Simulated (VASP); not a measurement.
# Ba: single point with PBEsol

Crystal: Ba.

```
Ba
1.0
     3.99965    0.00000    0.00000
     0.00000    3.99965    0.00000
     0.00000    0.00000    3.60554
Ba
1
Direct
  0.50000 0.50000 0.50000
```

This isn't the form of Ba at room conditions, which is bcc.

| Item | Value |
| --- | --- |
| Program | VASP 6.6.1 |
| Task | single point |
| Functional | PBEsol |
| Potentials or basis | VASP PAW PBE potentials, release 64 (Ba_sv) |
| Cutoff | 520 eV |
| k mesh | 12 × 12 × 14 |
| Occupations | gaussian, width 0.15 eV |
| Spin | no spin polarisation |
| Dipole correction | no |
| Further INCAR settings | ALGO = Fast; EDIFF = 1e-06; NBANDS = 11 |

The pressure is 0.0 GPa. The band gap on the k mesh is none (metal or under the smearing width).

Stress tensor (GPa, compression positive):
```
-1.33  0.00  0.00
 0.00 -1.33  0.00
 0.00  0.00  2.55
```

Levels at points of the mesh, in eV from the Fermi level:
| k point | band 3 | band 4 | band 5 | band 6 | band 7 | band 8 |
| --- | --- | --- | --- | --- | --- | --- |
| (0.00, 0.00, 0.00) | -13.87 | -13.51 | -2.55 | -0.06 | -0.01 | 4.76 |
| (0.50, 0.00, 0.00) | -13.81 | -13.46 | -0.78 | 0.42 | 0.86 | 2.56 |
| (0.50, 0.50, 0.00) | -14.44 | -13.41 | -0.96 | 0.36 | 3.38 | 3.38 |
| (0.00, 0.00, 0.50) | -13.71 | -13.71 | -0.26 | 0.96 | 1.35 | 2.14 |
| (0.50, 0.00, 0.50) | -14.31 | -13.65 | -1.14 | 1.03 | 2.58 | 3.40 |
| (0.50, 0.50, 0.50) | -14.23 | -14.23 | -0.32 | -0.32 | 0.45 | 4.12 |

It took 61 s on 1 thread of Intel(R) Xeon(R) Platinum 8559C (Emerald Rapids), on a shared host, peak memory 0.27 GiB.

Caveat: the PAW data sets were made with another functional, which shifts forces and pressure a little. Spin-orbit coupling is left out, which matters for the levels of Ba.
